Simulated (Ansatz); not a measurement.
# Mg48O47: the cost of one run

All numbers are computed with Ansatz 0.2.0 (PAW, plane waves).

### 1 The starting cell

95 atoms (48 Mg, 47 O); a = 9.906 Å, b = 11.438 Å, c = 10.050 Å, α = 90.00°, β = 90.00°, γ = 90.00°. All atoms were shaken off their sites by about 0.02 Å along each axis. Defect site 1: (0.500, 0.583, 0.443).

The runs, in order: (2) PBEsol relaxation at the single k point (¼, ¼, ¼), on 1 × NVIDIA GB200 with 8 threads of Arm Neoverse-V2; (3) HSE06 single point at the single k point (¼, ¼, ¼), on 1 × NVIDIA GB200 with 8 threads of Arm Neoverse-V2; (4) PBEsol band at the single k point (¼, ¼, ¼), on 1 × NVIDIA GB200 with 8 threads of Arm Neoverse-V2; (5) HSE06 single point at the single k point (¼, ¼, ¼), on 1 × NVIDIA GB200 with 8 threads of Arm Neoverse-V2.

### 2 Relaxing the atoms with PBEsol

in.yaml

```yaml
crystal:
  lattice:
    - [9.905818, 0.000000, 0.000000]
    - [0.000000, 11.438253, 0.000000]
    - [0.000000, 0.000000, 10.049646]
  atoms:
    - { symbol: Mg, position: [0.165306, 0.081072, 0.242607] }
    - { symbol: Mg, position: [0.167415, 0.082267, 0.745819] }
    - { symbol: Mg, position: [0.005762, 0.333995, 0.242653] }
    - { symbol: Mg, position: [0.998568, 0.335234, 0.742740] }
    - { symbol: Mg, position: [0.505964, 0.084799, 0.245639] }
    - { symbol: Mg, position: [0.495998, 0.080770, 0.743884] }
    - { symbol: Mg, position: [0.335590, 0.330896, 0.246538] }
    - { symbol: Mg, position: [0.331863, 0.331020, 0.749801] }
    - { symbol: Mg, position: [0.165259, 0.581670, 0.244528] }
    - { symbol: Mg, position: [0.167845, 0.581540, 0.743248] }
    - { symbol: Mg, position: [0.002800, 0.829833, 0.246537] }
    - { symbol: Mg, position: [0.996101, 0.834226, 0.746104] }
    - { symbol: Mg, position: [0.836224, 0.085226, 0.241464] }
    - { symbol: Mg, position: [0.836429, 0.083280, 0.744844] }
    - { symbol: Mg, position: [0.668423, 0.332943, 0.246764] }
    - { symbol: Mg, position: [0.669275, 0.333645, 0.742933] }
    - { symbol: Mg, position: [0.503303, 0.581140, 0.246225] }
    - { symbol: Mg, position: [0.499459, 0.584678, 0.743180] }
    - { symbol: Mg, position: [0.333590, 0.832733, 0.244679] }
    - { symbol: Mg, position: [0.333760, 0.832114, 0.742405] }
    - { symbol: Mg, position: [0.833705, 0.585386, 0.245205] }
    - { symbol: Mg, position: [0.833548, 0.582561, 0.749239] }
    - { symbol: Mg, position: [0.668754, 0.834561, 0.244654] }
    - { symbol: Mg, position: [0.666342, 0.834752, 0.744518] }
    - { symbol: Mg, position: [0.999551, 0.168608, 0.493901] }
    - { symbol: Mg, position: [0.999191, 0.167689, 0.994494] }
    - { symbol: Mg, position: [0.332307, 0.169472, 0.495959] }
    - { symbol: Mg, position: [0.330010, 0.168374, 0.993028] }
    - { symbol: Mg, position: [0.165654, 0.413659, 0.498615] }
    - { symbol: Mg, position: [0.167719, 0.419317, 0.992173] }
    - { symbol: Mg, position: [0.002771, 0.667211, 0.496441] }
    - { symbol: Mg, position: [0.002112, 0.665645, 0.993623] }
    - { symbol: Mg, position: [0.664155, 0.167218, 0.498877] }
    - { symbol: Mg, position: [0.669852, 0.165953, 0.995526] }
    - { symbol: Mg, position: [0.499626, 0.417838, 0.492531] }
    - { symbol: Mg, position: [0.501197, 0.416457, 0.995526] }
    - { symbol: Mg, position: [0.333363, 0.666553, 0.494305] }
    - { symbol: Mg, position: [0.333012, 0.663772, 0.993974] }
    - { symbol: Mg, position: [0.167611, 0.915763, 0.495131] }
    - { symbol: Mg, position: [0.164548, 0.917610, 0.995117] }
    - { symbol: Mg, position: [0.834103, 0.416043, 0.494411] }
    - { symbol: Mg, position: [0.834715, 0.417150, 0.991618] }
    - { symbol: Mg, position: [0.666638, 0.666987, 0.495488] }
    - { symbol: Mg, position: [0.666811, 0.665991, 0.993744] }
    - { symbol: Mg, position: [0.501242, 0.917791, 0.494953] }
    - { symbol: Mg, position: [0.502931, 0.915229, 0.991743] }
    - { symbol: Mg, position: [0.834686, 0.915188, 0.494448] }
    - { symbol: Mg, position: [0.835594, 0.917509, 0.994683] }
    - { symbol: O, position: [0.999967, 0.167212, 0.194423] }
    - { symbol: O, position: [0.998750, 0.168267, 0.696275] }
    - { symbol: O, position: [0.334879, 0.165699, 0.189475] }
    - { symbol: O, position: [0.334272, 0.167847, 0.694416] }
    - { symbol: O, position: [0.167914, 0.413976, 0.188086] }
    - { symbol: O, position: [0.167218, 0.414771, 0.694377] }
    - { symbol: O, position: [0.003071, 0.667724, 0.193144] }
    - { symbol: O, position: [0.001244, 0.664693, 0.693198] }
    - { symbol: O, position: [0.669825, 0.167163, 0.191442] }
    - { symbol: O, position: [0.667554, 0.166208, 0.692010] }
    - { symbol: O, position: [0.501120, 0.414575, 0.190368] }
    - { symbol: O, position: [0.498844, 0.416288, 0.692136] }
    - { symbol: O, position: [0.331950, 0.665118, 0.194005] }
    - { symbol: O, position: [0.334946, 0.667263, 0.697031] }
    - { symbol: O, position: [0.171109, 0.913993, 0.194501] }
    - { symbol: O, position: [0.167816, 0.916668, 0.694324] }
    - { symbol: O, position: [0.836196, 0.419751, 0.191992] }
    - { symbol: O, position: [0.833403, 0.416134, 0.697281] }
    - { symbol: O, position: [0.667901, 0.664215, 0.193831] }
    - { symbol: O, position: [0.668773, 0.667406, 0.698486] }
    - { symbol: O, position: [0.500851, 0.914722, 0.193398] }
    - { symbol: O, position: [0.503816, 0.916174, 0.694355] }
    - { symbol: O, position: [0.838428, 0.916722, 0.190062] }
    - { symbol: O, position: [0.832702, 0.916145, 0.695123] }
    - { symbol: O, position: [0.166641, 0.083075, 0.442311] }
    - { symbol: O, position: [0.165092, 0.083407, 0.942020] }
    - { symbol: O, position: [0.996649, 0.336384, 0.443122] }
    - { symbol: O, position: [0.998173, 0.333121, 0.942375] }
    - { symbol: O, position: [0.498950, 0.086683, 0.443773] }
    - { symbol: O, position: [0.499165, 0.085057, 0.943269] }
    - { symbol: O, position: [0.333258, 0.335006, 0.441323] }
    - { symbol: O, position: [0.332693, 0.337597, 0.941261] }
    - { symbol: O, position: [0.163622, 0.583176, 0.443328] }
    - { symbol: O, position: [0.168903, 0.582709, 0.942028] }
    - { symbol: O, position: [0.999391, 0.830178, 0.443498] }
    - { symbol: O, position: [0.997689, 0.834567, 0.945540] }
    - { symbol: O, position: [0.833644, 0.082599, 0.443873] }
    - { symbol: O, position: [0.830354, 0.083754, 0.943265] }
    - { symbol: O, position: [0.668580, 0.330810, 0.444507] }
    - { symbol: O, position: [0.671416, 0.331464, 0.941036] }
    - { symbol: O, position: [0.498769, 0.583032, 0.946076] }
    - { symbol: O, position: [0.333614, 0.834324, 0.442360] }
    - { symbol: O, position: [0.335325, 0.834966, 0.944905] }
    - { symbol: O, position: [0.831549, 0.585696, 0.445283] }
    - { symbol: O, position: [0.831440, 0.582562, 0.942491] }
    - { symbol: O, position: [0.670304, 0.835254, 0.441212] }
    - { symbol: O, position: [0.664285, 0.833374, 0.943308] }
  symmetry: { detect: false }
kpoints:
  mp_grid: { grid: [1, 1, 1], shift: [0.25, 0.25, 0.25] }
hamiltonian:
  xc: pbesol
total_charge: 2
scf:
  occupations: { method: fermi_dirac, width: 0.01 }
relax:
  f_tol: 0.03
  max_steps: 80
  escape_saddle: false
  adjacent_minimum: "off"
output:
  forces: true
  eigenvalues: true
  populations: true
  charged_corrections: { epsilon: 8 }
```

On the command line:

```sh
> ansatz run in.yaml --threads 8 --pin off --max-ram 118750MiB --runs-dir r --events-out ev --progress --plain --backend cuda --devices 0, --max-vram 170GiB
```

What time and memory should one allow on 1 × NVIDIA GB200 with 8 threads of Arm Neoverse-V2, shared host?

About 5.7 s, with a peak of 1.9 GiB on the host.
